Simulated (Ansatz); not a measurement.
## Co (Im-3m): ferro- and antiferromagnetic starts

```
Co
1.0
    -1.40232    1.40232    1.40232
     1.40232   -1.40232    1.40232
     2.80464    2.80464    0.00000
Co
2
Direct
  0.00000 0.00000 0.00000
  0.50000 0.50000 0.50000
```

Geometry: a structure from the Materials Project, repeated to hold the magnetic orders; nothing is relaxed.

Settings: PBE, 15×15×9 k mesh, Fermi–Dirac smearing of 0.05 eV. PAW means Ansatz 0.2.0 on its default frozen-core files; LAPW is all-electron LAPW in Ansatz 0.2.0. Site moments are integrated in spheres about the atoms, whose radii differ between the methods. Start moments of the first PAW run (μB): Co1 2, Co2 2.

Energies count from the run that starts all moments parallel. Patterns list the atoms that start with 0.5 μB or more.

```csv
start,ΔF PAW (meV/atom),ΔF LAPW (meV/atom),"largest moment, PAW (μB)","M, PAW (μB/cell)","order at the end, PAW","P, PAW (GPa)"
"Co1↑, Co2↑",0.0,0.0,1.81,3.49,kept,1.1
"Co1↑, Co2↓",+246.5,+247.0,?,0.00,kept,-0.3
no spin polarisation,?,–,0.00,0.00,–,-9.7
```

Q: Fill in "largest moment, PAW (μB)" for the row "Co1↑, Co2↓".

A: 1.46.

Q: Give the missing entry: row "no spin polarisation", column "ΔF PAW (meV/atom)".

A: +366.7.

The lowest of these ends as follows. Site moments (μB): Co1 1.81, Co2 1.81. Cell moment 3.49 μB. Orders of other supercells weren't tried and can lie lower.

The Ansatz runs typed with the search for lower states off end where their start leads. These are results for the start and cell typed. The real compound can order otherwise, in a larger cell, or not at all, since semilocal functionals at zero temperature often overstate magnetism.
